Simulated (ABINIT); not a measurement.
Crystal: Br.

```
CELL_PARAMETERS angstrom
3.36325 -2.32255 0.00000
3.36325 2.32255 0.00000
0.00000 0.00000 8.70230
ATOMIC_POSITIONS crystal
Br 0.36510 0.63490 0.39010
Br 0.13490 0.86510 0.89010
Br 0.63490 0.36510 0.60990
Br 0.86510 0.13490 0.10990
```

Base run:

| Quantity | Value |
| --- | --- |
| Program | ABINIT 10.8.3 (patched build) |
| Functional | revPBE |
| Potentials or basis | JTH PAW PBE v2.0 |
| Cutoff | 408 eV |
| k mesh | 7 × 7 × 3 |
| Occupations | fermi-dirac, width 0.05 eV |
| Spin | no spin polarisation |

Its results: band gap on the k mesh 1.96 eV, indirect (least direct gap 1.98 eV); pressure 3.0 GPa; largest force 0.859 eV/Å.

Q: After a change of settings the same cell gave: band gap on the k mesh 1.88 eV, indirect (least direct gap 1.90 eV); pressure 1.7 GPa; largest force 0.926 eV/Å. Which change was it?
A. functional from revPBE to SOGGA
B. functional from revPBE to rPW86PBE
C. functional from revPBE to PBEsol; k mesh from 7 × 7 × 3 to 4 × 4 × 2
D. functional from revPBE to PW91

A: D.

PW91 binds more tightly than revPBE, so the same cell stands under less pressure.

Caveats: the PAW data sets were made with another functional, which shifts forces and pressure a little; the atomic spheres overlap.

Runs at the PBE level aren't shown here.
